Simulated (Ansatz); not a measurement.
## SrTiO3: stiffness from a series of strains

```xyz
5
Lattice="3.9050 0.0000 0.0000 0.0000 3.9050 0.0000 0.0000 0.0000 3.9050" Properties=species:S:1:pos:R:3 pbc="T T T"
Sr    0.0000    0.0000    0.0000
Ti    1.9525    1.9525    1.9525
O     0.0000    1.9525    1.9525
O     1.9525    0.0000    1.9525
O     1.9525    1.9525    0.0000
```

Atom numbers follow the list: Sr1, Ti2, O3, O4, O5.

The cell is COD entry 7212245, as deposited and not checked against the literature; nothing was relaxed.

All numbers below come from Ansatz 0.2.0, DFT, PBE, all-electron LAPW, scalar-relativistic.

Settings: a Γ-centred 7×7×7 k mesh, Fermi–Dirac smearing of 0.05 eV, basis error target 1 meV/atom, no spin polarisation.

The strain is applied along the Cartesian axes of the cell as listed (γ is the engineering shear, twice εxy = εyz = εzx). Fractional coordinates are held (clamped ions).

σ is the change of stress from the unstrained cell, which is at 4.31 GPa; tension is positive, so slopes are stress–strain coefficients at that pressure.

Only quantities that a quadratic follows smoothly over the whole series are listed; rougher ones are left out.

```csv
γ,σxy (GPa)
-0.0300,-3.48
-0.0200,-2.31
-0.0100,-1.15
0.0000,0.00
0.0200,2.26
0.0300,3.37
```

Question: Fit the series and read off the stiffness at zero strain.

Answer: Least-squares fits y = p0 + p1 x + p2 x² to the rows give σxy (GPa): p1 = 114, p2 = -60. So C44 (clamped ions) = 114 GPa.

Question: One run, at γ = 0.0100, is withheld. Predict its row.

Answer: The fits give 1.13; the run gave 1.13.
